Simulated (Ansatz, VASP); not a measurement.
# LiF: VASP beside Ansatz

```
Li F
1.0
     0.00000    2.14461    2.14461
     2.14461    0.00000    2.14461
     2.14461    2.14461    0.00000
Li F
1 1
Direct
  0.00000 0.00000 0.00000
  0.25000 0.25000 0.25000
```

Alike in both runs: task single point; functional r2SCAN; k mesh 4 × 4 × 4; no spin polarisation.

```csv
,VASP,Ansatz
version,VASP 6.6.1,Ansatz 0.2.0
potentials or method,"VASP PAW PBE potentials, release 64 (Li_sv, F)",plane waves
plane-wave cutoff (eV),520,500
occupations,"gaussian, width 0.01 eV",fixed
valence electrons in the cell,10,10
```

|  | VASP | Ansatz | Ansatz less VASP |
| --- | --- | --- | --- |
| gap on the k mesh at the Fermi level (eV) | 8.76 | 8.66 | -0.097 |

Caveats: the k mesh is coarse (spacing up to 0.63 Å⁻¹), so the values aren't converged; the PAW data sets were made with another functional, which shifts forces and pressure a little (VASP). r2SCAN opens gaps a little over a GGA but as a rule still falls short of measured ones.
